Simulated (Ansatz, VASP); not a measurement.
# BAs: VASP beside Ansatz

```
CELL_PARAMETERS angstrom
0.00000 2.38850 2.38850
2.38850 0.00000 2.38850
2.38850 2.38850 0.00000
ATOMIC_POSITIONS crystal
As 0.75000 0.75000 0.75000
B 0.00000 0.00000 0.00000
```

Alike in both runs: functional RPBE; k mesh 10 × 10 × 10; occupations fermi-dirac, width 0.05 eV; no spin polarisation.

|  | VASP | Ansatz |
| --- | --- | --- |
| version | VASP 6.6.1 | Ansatz 0.2.0 |
| potentials or method | VASP PAW PBE potentials, release 64 (As, B), cutoff 520 eV | all-electron LAPW, scalar-relativistic |
| task | single point | band structure |

VASP gave:

| Item | Value |
| --- | --- |
| gap on the k mesh at the Fermi level (eV) | 1.21 |
| least direct gap on the mesh (eV) | 3.28 |
| pressure (GPa) | 6.0 |

**Question.** What did Ansatz give for the same quantities?

**Answer.** gap on the k mesh at the Fermi level (eV): 1.22; least direct gap on the mesh (eV): 3.29; pressure (GPa): 5.4.

Ansatz ran all-electron here, so the differences hold the error of VASP's frozen core and of both bases.

Caveats: the PAW data sets were made with another functional, which shifts forces and pressure a little (VASP). A k mesh can miss the band edges.
